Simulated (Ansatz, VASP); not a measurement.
## As: VASP beside Ansatz

```
As
1.0
     1.82500   -5.50000    0.00000
     1.82500    5.50000    0.00000
     0.00000    0.00000    4.47000
As
4
Direct
  0.11000 0.89000 0.94000
  0.61000 0.39000 0.56000
  0.89000 0.11000 0.06000
  0.39000 0.61000 0.44000
```

Alike in both runs: task electric field gradients; functional PBE; k mesh 10 × 10 × 8; occupations fermi-dirac, width 0.05 eV; no spin polarisation.

|  | VASP | Ansatz |
| --- | --- | --- |
| version | VASP 6.6.1 | Ansatz 0.2.0 |
| potentials or method | VASP PAW PBE potentials, release 64 (As) | PAW with Ansatz's default frozen-core files, scalar-relativistic |
| plane-wave cutoff (eV) | 520 | 420 |
| valence electrons in the cell | 20 | 60 |

|  | VASP | Ansatz | Ansatz less VASP |
| --- | --- | --- | --- |
| pressure (GPa) | 3.3 | 3.0 | -0.32 |
| largest component of the traceless stress (GPa) | 0.83 | 0.86 | +0.025 |
| rms of the force components (eV/Å) | 0.097 | 0.076 | -0.0210 |
| Vzz of the field gradient on the site that differs most (V/Å²) | -94.3 | -99.9 | -5.63 |

Atom by atom the forces differ by 0.037 eV/Å (rms over components). The two sets of potentials don't hold the same shells in valence.
